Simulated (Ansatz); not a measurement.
A run of Ansatz 0.2.0 is set up as follows.

Contents of input.yaml:

```yaml
crystal:
  lattice:
    - [0.0, 2.47502, 2.47502]
    - [2.47502, 0.0, 2.47502]
    - [2.47502, 2.47502, 0.0]
  atoms:
    - { symbol: Pb, position: [0.0, 0.0, 0.0] }
hamiltonian:
  xc: pbe
  pseudopotentials: { kind: paw }
kpoints:
  mp_grid: { grid: [9, 9, 9] }
scf:
  occupations: { method: gaussian, width: 0.017 }
output:
  forces: true
  stress: true
  eigenvalues: true
```

Potentials or basis: Ansatz PAW.

Launch:

```sh
$ ansatz run input.yaml --threads 2 --pin off --max-ram 5632MiB --backend cpu --events-out ev --progress --plain --runs-dir out
```

(1) What does it give for the band gap on the k mesh?

(2) Predict the pressure.

## Answers

(1) none (metal or under the smearing width).

(2) 2.2 GPa.
